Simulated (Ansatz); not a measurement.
Relativistic treatment of AlP

```
Al P
1.0
     0.00000    2.72550    2.72550
     2.72550    0.00000    2.72550
     2.72550    2.72550    0.00000
Al P
1 1
Cartesian
  0.0000 0.0000 0.0000
  4.0882 4.0882 4.0882
```

Atoms are numbered in the order listed.

The cell is COD entry 9008831, as deposited and not checked against the literature; nothing was relaxed. It is an old determination, and later ones may differ.

One fixed cell is solved with PBE by all-electron LAPW in Ansatz 0.2.0 under different relativistic treatments. Pressure is positive in compression.

Numerical set-up: a Γ-centred 12×12×12 k mesh, Fermi–Dirac smearing of 0.03 eV, basis error target 0.5 meV/atom, no spin polarisation.

```json
{"setting": "scalar-relativistic", "P (GPa)": "?", "gap over the k mesh and a high-symmetry path (eV)": "1.57", "lowest level at Γ above −25 eV, from the valence-band top or, without a gap, the Fermi level (eV)": "-11.53"}
{"setting": "non-relativistic", "P (GPa)": "?", "gap over the k mesh and a high-symmetry path (eV)": "1.58", "lowest level at Γ above −25 eV, from the valence-band top or, without a gap, the Fermi level (eV)": "-11.48"}
```

**Question.** What belongs in the row "non-relativistic", column "P (GPa)"?

**Answer.** 2.76.

**Question.** Give the missing entry: row "scalar-relativistic", column "P (GPa)".

**Answer.** 2.68.
